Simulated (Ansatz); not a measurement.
# ZnS: a line through a two-coordinate scan

One line of a two-coordinate grid on ZnS (P6_3mc, No. 186; 4 atoms in the cell): volume per atom is varied, at c/a of the conventional cell = 1.854.

Method: DFT PBEsol, scalar-relativistic, plane waves, PAW, in Ansatz 0.2.0.

16 further runs of the same task are left out: 16 set aside as unsound or not needed.

### 1 The structure to begin with

It takes space group P6_3mc (No. 186, hexagonal). Conventional cell: a = 3.781 Å, b = 3.781 Å, c = 6.209 Å, α = 90.00°, β = 90.00°, γ = 120.00°. Zn (site symmetry 3m) is surrounded by 4 S at 2.32 Å. S (site symmetry 3m) is surrounded by 4 Zn at 2.32 Å.

As a file:

```cif
data_structure
_symmetry_space_group_name_H-M 'P6_3mc'
_symmetry_Int_Tables_number 186
_cell_length_a 3.7814
_cell_length_b 3.7814
_cell_length_c 6.2087
_cell_angle_alpha 90.000
_cell_angle_beta 90.000
_cell_angle_gamma 120.000
_cell_volume 76.89
loop_
_atom_site_label
_atom_site_type_symbol
_atom_site_symmetry_multiplicity
_atom_site_Wyckoff_symbol
_atom_site_fract_x
_atom_site_fract_y
_atom_site_fract_z
_atom_site_occupancy
Zn1 Zn 2 b 0.33333 0.66667 0.00544 1
S1 S 2 b 0.33333 0.66667 0.37956 1
```

This cell was relaxed beforehand with the same method: volume 19.22 Å³/atom, gap on the mesh 2.16 eV.

### 2 The scan

The energy is mapped over volume and the cell's shape.

The axes are (1) volume per atom: 7 values from 16.91 to 21.53 Å³; (2) c/a of the conventional cell: 7 values from 1.369 to 1.970.

Nothing else is relaxed (fractional coordinates fixed). Energies count from the relaxed crystal. Points are written as (first, second).

### 3 Point (16.91 Å³, 1.854)

input.yaml reads:

```yaml
crystal:
  lattice:
    - [3.4800645853, 0.0, 0.0]
    - [-1.7400322927, 3.0138243377, 0.0]
    - [0.0, 0.0, 6.4509957218]
  atoms:
    - { symbol: Zn, position: [0.3333333333, 0.6666666667, 0.0054424479] }
    - { symbol: Zn, position: [0.6666666667, 0.3333333333, 0.5054424479] }
    - { symbol: S, position: [0.3333333333, 0.6666666667, 0.3795575521] }
    - { symbol: S, position: [0.6666666667, 0.3333333333, 0.8795575521] }
basis:
  ecutwfc: 520.0
kpoints:
  mp_grid: { grid: [9, 9, 6] }
hamiltonian:
  xc: pbesol
  pseudopotentials: { kind: paw }
scf:
  occupations: { method: gaussian, width: 0.05 }
output:
  forces: true
  stress: true
  eigenvalues: true
```

The run is started by

```console
ansatz run input.yaml --threads 1 --pin off --max-ram 2048MiB --backend cpu --events-out ev --progress --plain --runs-dir out
```

Further runs follow: the other points of the line.

Before running it: what results should come out? Wanted: for each run, volume per atom; energy; slope; pressure; largest force on an atom.

The runs gave:

```
volume per atom (Å³)  step  energy (meV/atom)  slope (meV/atom per Å³)  pressure (GPa)  band gap on the k-mesh (eV)  largest force on an atom (eV/Å)
               16.91     3                194                      −98            15.6                         1.90                             1.23
               17.68     4                133                      −62            10.0                         1.80                             0.95
               18.45     5                 96                      −34             5.4                         1.71                             0.72
               19.22     6                 80                      −11             1.7                         1.61                             0.51
               19.99     7                 79                        8            −1.3                         1.51                             0.33
               20.76     –                 91                       23            −3.7                         1.41                             0.18
               21.53     8                114                       35            −5.7                         1.31                             0.04
```

Energies count from the relaxed crystal. Rows without a step come from runs not printed here or follow by symmetry. Slopes come from the forces (and the stress, where the cell changes), not from differences of energies.

In words: The lowest point of the line is at 19.99 Å³, 79 meV/atom from the zero. A fit to energies and slopes at the lowest point and its two neighbours puts the minimum at 19.637 Å³, with a curvature of about 24 meV/atom per (Å³)². V·d²E/dV² there is about 75 GPa, a bulk modulus under this line's constraint. The highest point computed, at 16.91 Å³, lies 115 meV/atom above the lowest. This is one cut through a surface in two coordinates; the map's lowest point lies off it.

These are semilocal Kohn-Sham gaps, which aren't the measured quantity. Such gaps usually fall short of the measured ones.
